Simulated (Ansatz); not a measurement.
**AlN: strain energy, fitted**

AlN, P6_3mc, a = 3.130 Å, c = 5.018 Å. Ansatz: PBE, PAW, 420 eV, Γ-centred 12×12×6 mesh on 4 atoms, Gaussian smearing 0.02 eV; no spin polarisation. Series: shear of c along a, cell held, atoms relaxed; x is the strain in per cent (engineering shear). y is the free energy over the unstrained cell, V0 = 10.645 Å³/atom. Symmetry makes y even in x.

```tsv
x (%)	y (meV/atom)
0.0	0.00
1.5	0.85
3.0	3.34
4.5	7.48
6.0	13.24
9.0	?
```

Problem. Fit y = c2 x² + c4 x⁴ to the other rows, turn c2 into a modulus, and predict the missing energy.

Solution. Least squares on the rows shown. y = 0.37200 x² − 0.00011813 x⁴. In eV per unit strain² c2 is 3.720; this is the shear stiffness (E = ½ C V0 γ²): 2 × 3.720 × 160.2 / (10.645) = 112 GPa. At x = 9.0 the fit asked for gives 29.36 meV/atom. The run gave 29.49 meV/atom, so the fit is 0.13 meV/atom too low, a small miss on the scale of the series. The form still works here, 50 % of the fitted range beyond its end.